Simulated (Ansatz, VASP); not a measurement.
Given: the input of a run of Ansatz 0.2.0 on NaF (Villiaumite).

The input input.yaml:

```yaml
crystal:
  lattice:
    - [0.0, 2.2726397722, 2.2726397722]
    - [2.2726397722, 0.0, 2.2726397722]
    - [2.2726397722, 2.2726397722, 0.0]
  atoms:
    - { symbol: Na, position: [0.0, 0.0, 0.0] }
    - { symbol: F, position: [0.5, 0.5, 0.5] }
kpoints:
  mp_grid: { grid: [10, 10, 10] }
scf:
  occupations: { method: fermi_dirac, width: 0.05 }
hamiltonian:
  xc: pbesol
  pseudopotentials: { kind: all_electron, lapw: { basis_error: 0.0005 } }
output:
  forces: true
  stress: true
  eigenvalues: true
```

Potentials or basis: all-electron LAPW, scalar-relativistic.

The run is started by

```console
$ ansatz run input.yaml --threads 1 --pin off --max-ram 3072MiB --backend cpu --events-out ev --progress --plain --runs-dir out
```

Task: Translate it to VASP 6.6.1. Potentials there: VASP PAW PBE potentials, release 64 (Na_pv, F).

Result: As run (the cutoff follows the program's own potentials):

The input INCAR:

```
ALGO = Normal ; EDIFF = 1E-6
ENCUT = 520 ; GGA = PS
ISIF = 2 ; ISMEAR = -1
LASPH = True ; LCHARG = False
LREAL = False ; LWAVE = False
NBANDS = 14 ; NELM = 60
PREC = Accurate ; SIGMA = 0.05
```

Contents of KPOINTS:

```
k-points
0
Gamma
  10 10 10
```

POSCAR

```
NaF
1.0
    0.0000000000      2.2726397722      2.2726397722
    2.2726397722      0.0000000000      2.2726397722
    2.2726397722      2.2726397722      0.0000000000
Na F
1 1
Direct
    0.0000000000      0.0000000000      0.0000000000
    0.5000000000      0.5000000000      0.5000000000
```

Potentials or basis: VASP PAW PBE potentials, release 64 (Na_pv, F).

Launch:

```bash
$ cat potpaw_PBE.64/Na_pv/POTCAR potpaw_PBE.64/F/POTCAR > POTCAR
$ mpirun -np 1 vasp_std > vasp.out
```

Both were run:

|  | VASP | Ansatz | Ansatz less VASP |
| --- | --- | --- | --- |
| gap on the k mesh at the Fermi level (eV) | 6.47 | 6.48 | +0.011 |
| least direct gap on the mesh (eV) | 6.47 | 6.48 | +0.011 |
| pressure (GPa) | 3.0 | 3.0 | +0.03 |

Ansatz ran all-electron here, so the differences hold the error of VASP's frozen core and of both bases.

Caveats: the PAW data sets were made with another functional, which shifts forces and pressure a little (VASP). A k mesh can miss the band edges.
